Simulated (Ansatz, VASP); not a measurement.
Two plane-wave programs on ZrC

The input INCAR:

```
SYSTEM = ZrC
PREC = Accurate
ENCUT = 520
EDIFF = 1E-6
ISMEAR = 0
SIGMA = 0.15
LREAL = .FALSE.
LASPH = .TRUE.
NELM = 60
ALGO = Normal
ISIF = 2
LWAVE = .FALSE.
LCHARG = .FALSE.
GGA = PS
NBANDS = 15
```

KPOINTS

```
Automatic mesh
0
G
  18 18 18
  0 0 0
```

File POSCAR:

```
ZrC
1.0
    0.0000000000      2.2797037000      2.3854631500
    2.2797037000      0.0000000000      2.3854631500
    2.2797037000      2.2797037000      0.0000000000
Zr C
1 1
Direct
    0.5000000000      0.5000000000      0.5000000000
    0.0000000000      0.0000000000      0.0000000000
```

Input for Ansatz:

```yaml
crystal:
  lattice:
    - [0.0, 2.2797037, 2.38546315]
    - [2.2797037, 0.0, 2.38546315]
    - [2.2797037, 2.2797037, 0.0]
  atoms:
    - { symbol: Zr, position: [0.5, 0.5, 0.5] }
    - { symbol: C, position: [0.0, 0.0, 0.0] }
basis:
  ecutwfc: 420
kpoints:
  mp_grid: { grid: [18, 18, 18] }
hamiltonian:
  xc: pbesol
scf:
  occupations: { method: gaussian, width: 0.15 }
output:
  forces: true
  stress: true
  eigenvalues: true
```

Change from the starting cell: strain -0.030 along x and y, +0.015 along z, atoms carried along.

Alike in both runs: task single point; functional PBEsol; k mesh 18 × 18 × 18; occupations gaussian, width 0.15 eV; no spin polarisation.

|  | VASP | Ansatz |
| --- | --- | --- |
| version | VASP 6.6.1 | Ansatz 0.2.0 |
| potentials or method | VASP PAW PBE potentials, release 64 (Zr_sv, C) | scalar-relativistic, plane waves, PAW |
| plane-wave cutoff (eV) | 520 | 420 |
| valence electrons in the cell | 16 | 16 |

```csv
,VASP,Ansatz,Ansatz less VASP
gap on the k mesh at the Fermi level (eV),none,none,-
pressure (GPa),7.8,7.4,-0.41
largest component of the traceless stress (GPa),12.64,12.55,-0.083
```

A gap of «none» marks a metal or a gap that the smearing closes.

Caveats: the PAW data sets were made with another functional, which shifts forces and pressure a little (VASP).
